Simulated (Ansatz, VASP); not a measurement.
## Eu in VASP and in Ansatz

POSCAR

```
Eu
1.0
    0.0000000000      2.8966875532      2.8966875532
    2.8966875532      0.0000000000      2.8966875532
    2.8966875532      2.8966875532      0.0000000000
Eu
1
Direct
    0.0000000000      0.0000000000      0.0000000000
```

File INCAR.step1:

```
PREC     = Accurate       # precision mode
ENCUT    = 520            # plane-wave cutoff, eV
ISMEAR   = -1             # smearing method
SIGMA    = 0.1            # smearing width, eV
LREAL    = False          # projectors in reciprocal space
LASPH    = True           # aspherical terms in the spheres
NELM     = 150            # most SCF steps
ISPIN    = 2              # spin polarisation
MAGMOM   = 4.9            # initial moments
LMAXMIX  = 6              # l up to which the mixer works
NBANDS   = 18             # bands
GGA      = PE             # functional
ALGO     = Normal         # electronic algorithm
EDIFF    = 1E-4           # SCF threshold, eV
LWAVE    = True           # write WAVECAR
LCHARG   = False          # write CHGCAR
```

The input INCAR.step2:

```
PREC     = Accurate       # precision mode
ENCUT    = 520            # plane-wave cutoff, eV
EDIFF    = 1E-6           # SCF threshold, eV
ISMEAR   = -1             # smearing method
SIGMA    = 0.1            # smearing width, eV
LREAL    = False          # projectors in reciprocal space
LASPH    = True           # aspherical terms in the spheres
NELM     = 150            # most SCF steps
ALGO     = Normal         # electronic algorithm
ISIF     = 2              # what is computed and relaxed
LWAVE    = False          # write WAVECAR
LCHARG   = True           # write CHGCAR
ISPIN    = 2              # spin polarisation
MAGMOM   = 4.9            # initial moments
LORBIT   = 11             # projections on sites
LMAXMIX  = 6              # l up to which the mixer works
METAGGA  = R2SCAN         # meta-GGA
LMIXTAU  = True         
LELF     = True           # ELF
LVHAR    = True         
NBANDS   = 18             # bands
ISTART   = 1
```

The input KPOINTS:

```
Automatic mesh
0
Gamma
  7 7 7
```

Input for Ansatz:

```yaml
crystal:
  lattice:
    - [0.0, 2.8966875532204837, 2.8966875532204837]
    - [2.8966875532204837, 0.0, 2.8966875532204837]
    - [2.8966875532204837, 2.8966875532204837, 0.0]
  atoms:
    - { symbol: Eu, position: [0.0, 0.0, 0.0], spin: 4.9 }
basis:
  ecutwfc: 600.0
kpoints:
  mp_grid:
    grid: [7, 7, 7]
hamiltonian:
  xc: r2scan
magnetization:
  spin_polarized: true
scf:
  occupations:
    method: fermi_dirac
    width: 0.1
output:
  stress: true
```

This isn't the form of Eu at room conditions, which is bcc.

Alike in both runs: task single point; functional r2SCAN; k mesh 7 × 7 × 7; occupations fermi-dirac, width 0.1 eV; collinear spin.

```csv
,VASP,Ansatz
version,VASP 6.6.1,Ansatz 0.2.0
potentials or method,"VASP PAW PBE potentials, release 64 (Eu)","plane waves, PAW"
plane-wave cutoff (eV),520,600
valence electrons in the cell,17,17
```

VASP gave:

- pressure (GPa): -1.8
- net moment per atom (μB): 7.93
- size of the moment on the site where the two differ most (μB): 6.73

Question: Estimate Ansatz's values.

Answer: Pressure (GPa): -1.4; net moment per atom (μB): 7.95; size of the moment on the site where the two differ most (μB): 7.44.

Site moments also hang on the region over which each program counts them. Ansatz warned: «given_moment_on_shells».

Caveats: the PAW data sets were made with another functional, which shifts forces and pressure a little (VASP). The state reached can hang on the start; a lower one may exist.
